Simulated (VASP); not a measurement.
# Ir (Fm-3m) in VASP: a series of runs, part 2 of 2

VASP 6.6.1.

### Step 3. Relaxation of cell and atoms, PBEsol

INCAR reads:

```
PREC = Accurate
ENCUT = 600
EDIFF = 1E-6
ISMEAR = 1
SIGMA = 0.1
LREAL = False
LASPH = True
NELM = 80
ALGO = Normal
ISIF = 3
LWAVE = False
LCHARG = False
GGA = PS
IBRION = 2
NSW = 90
EDIFFG = -0.01
KPAR = 4
```

KPOINTS reads:

```
Automatic mesh
0
Gamma
  16 16 16
```

POSCAR reads:

```
Ir
1.0
    0.0000000000      1.9156000000      1.9156000000
    1.9156000000      0.0000000000      1.9156000000
    1.9156000000      1.9156000000      0.0000000000
Ir
1
Direct
    0.0000000000      0.0000000000      0.0000000000
```

Potentials or basis: VASP PAW PBE potentials, release 64 (Ir).

Started as:

```bash
$ cat potpaw_PBE.64/Ir/POTCAR > POTCAR
$ mpirun -np 4 vasp_std > vasp.out
```

OUTCAR:

```text
PREC = Accurate
   ENCUT = 600
   EDIFF = 1E-6
   ISMEAR = 1
   LREAL = False
   LASPH = True
   NELM = 80
   ISIF = 3
   GGA = PS
   IBRION = 2
   NSW = 90
   EDIFFG = -0.01

 ion  position               nearest neighbor table
   1  0.000  0.000  0.000-

  LATTYP: Found a face centered cubic cell.
 ALAT       =     3.8312000000

  Lattice vectors:

 A1 = (   0.0000000000,   1.9156000000,   1.9156000000)
 A2 = (   1.9156000000,   0.0000000000,   1.9156000000)
 A3 = (   1.9156000000,   1.9156000000,   0.0000000000)

Analysis of symmetry for initial positions (statically):
=====================================================================
 Subroutine PRICEL returns:
 Original cell was already a primitive cell.

 Routine SETGRP: Setting up the symmetry group for a
 face centered cubic supercell.

 Subroutine GETGRP returns: Found 48 space group operations
 (whereof 48 operations were pure point group operations)
 out of a pool of 48 trial point group operations.

The static configuration has the point symmetry O_h .

Analysis of symmetry for dynamics (positions and initial velocities):
=====================================================================
 Subroutine PRICEL returns:
 Original cell was already a primitive cell.

 Routine SETGRP: Setting up the symmetry group for a
 face centered cubic supercell.

 Subroutine GETGRP returns: Found 48 space group operations
 (whereof 48 operations were pure point group operations)
 out of a pool of 48 trial point group operations.

The dynamic configuration has the point symmetry O_h .

 Subroutine INISYM returns: Found 48 space group operations
 (whereof 48 operations are pure point group operations),
 and found     1 'primitive' translations

[... 126 lines left out ...]
  energy-cutoff  :      600.00
  volume of cell :       14.06
 maximum number of plane-waves:       493
 NGX is ok and might be reduce to    24
   NGX = 11   NGY = 11   NGZ = 11

--------------------------------------- Ionic step        1  -------------------------------------------

 number of electron       9.0000000 magnetization

 Free energy of the ion-electron system (eV)
  ---------------------------------------------------
  ext. energy  EPLUGINS =         0.00000000
  ---------------------------------------------------
  free energy    TOTEN  =        -9.80941341 eV

  energy without entropy =       -9.80914209  energy(sigma->0) =       -9.80932297

------------------------ aborting loop because EDIFF is reached ----------------------------------------

  FORCE on cell =-STRESS in cart. coord.  units (eV):
  Direction    XX          YY          ZZ          XY          YZ          ZX
  --------------------------------------------------------------------------------------
  -------------------------------------------------------------------------------------
  Total        0.0910411      0.0910411      0.0910411     -0.0000000      0.0000000      0.0000000
  in kB       10.3753721     10.3753721     10.3753721     -0.0000000      0.0000000      0.0000000
  external PRESSURE =      10.3753721 kB  Pullay stress =       0.0000000 kB
[... 57 lines left out ...]
--------------------------------------- Ionic step        3  -------------------------------------------

 number of electron       9.0000000 magnetization

 Free energy of the ion-electron system (eV)
  ---------------------------------------------------
  ext. energy  EPLUGINS =         0.00000000
  ---------------------------------------------------
  free energy    TOTEN  =        -9.80953147 eV

  energy without entropy =       -9.80926345  energy(sigma->0) =       -9.80944213

 E-fermi :  10.3085     XC(G=0): -14.1217

 val. band max:       10.3048205005   @ k =   0.3750   0.0625   0.0000
 cond. band min:      10.3111829681   @ k =   0.3125   0.2500   0.0625
 fundamental gap:      0.0063624676
 Fermi energy:        10.3084565799

 k-point     1 :       0.0000    0.0000    0.0000
  band No.  band energies     occupation
      1      -0.9216      2.00000
      2       6.3890      2.00000
      3       6.3890      2.00000
      4       6.3890      2.00000
      5       9.1220      2.00000
      6       9.1220      2.00000
      7      24.6190      0.00000
      8      30.2155      0.00000
[... 243 lines left out ...]
 k-point    24 :      -0.0625    0.0625    0.0000
  band No.  band energies     occupation
      1      -0.4626      2.00000
      2       6.1257      2.00000
      3       6.5709      2.00000
      4       6.6239      2.00000
      5       8.8613      2.00000
      6       9.1477      2.00000
      7      25.4015      0.00000
      8      28.4730      0.00000

 [... further k-points ...]

------------------------ aborting loop because EDIFF is reached ----------------------------------------

  FORCE on cell =-STRESS in cart. coord.  units (eV):
  Direction    XX          YY          ZZ          XY          YZ          ZX
  --------------------------------------------------------------------------------------
  -------------------------------------------------------------------------------------
  Total       -0.0019180     -0.0019180     -0.0019180      0.0000000      0.0000000     -0.0000000
  in kB       -0.2180109     -0.2180109     -0.2180109      0.0000000      0.0000000     -0.0000000
  external PRESSURE =      -0.2180109 kB  Pullay stress =       0.0000000 kB
[... 16 lines left out ...]
  FREE ENERGIE OF THE ION-ELECTRON SYSTEM (eV)
  ---------------------------------------------------
  free  energy   TOTEN  =        -9.8095314737 eV

  energy  without entropy=       -9.8092634455  energy(sigma->0) =       -9.80944213

 reached required accuracy - stopping structural energy minimisation
```

CONTCAR:

```text
Ir
   1.00000000000000
    -0.0000000000000000    1.9172882886847569    1.9172882886847569
     1.9172882886847569    0.0000000000000000    1.9172882886847569
     1.9172882886847569    1.9172882886847569    0.0000000000000000
  Ir
     1
Direct
     0.0000000000000000    0.0000000000000000    0.0000000000000000

  0.00000000E+00  0.00000000E+00  0.00000000E+00
```

Run time: 8.3 s. Hardware: 4 MPI ranks of Intel Xeon Platinum 8488C (Sapphire Rapids), shared host; peak memory 0.15 GiB.

Results:

| Quantity | Value |
| --- | --- |
| Free energy | -9.8095 eV |
| Relaxed volume | 14.10 Å³/atom |
| Relaxed cell | a = 2.711 Å, b = 2.711 Å, c = 2.711 Å, α = 60.00°, β = 60.00°, γ = 60.00° |
| Space group after relaxing (to 0.05 Å) | Fm-3m (No. 225) |
| Energy gained by relaxing | 0.1 meV/atom |
| Ionic steps | 3 |
| Pressure after relaxing | 0.0 GPa |
| Band gap on the k mesh | none (metal or under the smearing width) |

Step by step:
| step | energy change (eV) | largest force (eV/Å) | pressure (GPa) | volume (Å³) |
| --- | --- | --- | --- | --- |
| 1 | 0.0000 | 0.0000 | 1.04 | 14.06 |
| 2 | 0.0018 | 0.0000 | -3.97 | 14.24 |
| 3 | -0.0001 | 0.0000 | -0.02 | 14.10 |

Final structure:
```xyz
1
Lattice="0.0000 1.9173 1.9173 1.9173 0.0000 1.9173 1.9173 1.9173 0.0000" Properties=species:S:1:pos:R:3 pbc="T T T"
Ir    0.0000    0.0000    0.0000
```

Caveat: the PAW data sets were made with another functional, which shifts forces and pressure a little. The run has no spin-orbit coupling, so splittings on Ir are missing.
